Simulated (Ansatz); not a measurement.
## InPd under changes of volume

One of the cells (17.513 Å³/atom); the others are scaled copies at fixed shape and fractional positions:

```xyz
2
Lattice="3.2719 0.0000 0.0000 0.0000 3.2719 0.0000 0.0000 0.0000 3.2719" Properties=species:S:1:pos:R:3 pbc="T T T"
In    0.0000    0.0000    0.0000
Pd    1.6359    1.6359    1.6359
```

The cell comes from a database or a generator and needn't be the stable form of this composition.

| Property | Result |
| --- | --- |
| Program | Ansatz 0.2.0 |
| Functional | PBE0 |
| Potentials or basis | Ansatz PAW |
| Cutoff | 420 eV (not typed: the program's choice for these potentials) |
| k mesh | 6 × 6 × 6 |
| Occupations | fermi-dirac, width 0.05 eV |
| Spin | no spin polarisation |

| volume (Å³/atom) | energy over the lowest point (meV/atom) | pressure (GPa) |
| --- | --- | --- |
| 16.462 | 28.19 | 9.3 |
| 16.813 | 11.78 | 5.7 |
| 17.163 | ? | ? |
| 17.513 | 0.00 | -0.1 |
| 17.863 | 3.05 | -2.6 |
| 18.214 | 11.05 | -4.7 |
| 18.564 | 23.39 | -6.6 |

Task: What does the run at 17.163 Å³/atom give?

Result: Energy over the lowest point 2.72 meV/atom; pressure 2.6 GPa.

Worked out: A Birch-Murnaghan fit of order 3 (a polynomial in V^(-2/3)) to the other rows has its minimum at 17.49 Å³/atom with B0 = V·E''(V) = 130 GPa and B' = 5.4. It gives 2.68 meV/atom at 17.163 Å³/atom, against the run's 2.72, and -dE/dV = 2.6 GPa, against 2.6.

Energies are extrapolated to zero smearing.

Caveats: the PAW data sets come from PBE, with cores solved anew for the run's functional, which leaves a small shift of forces and pressure; the thresholds are loose for stress.
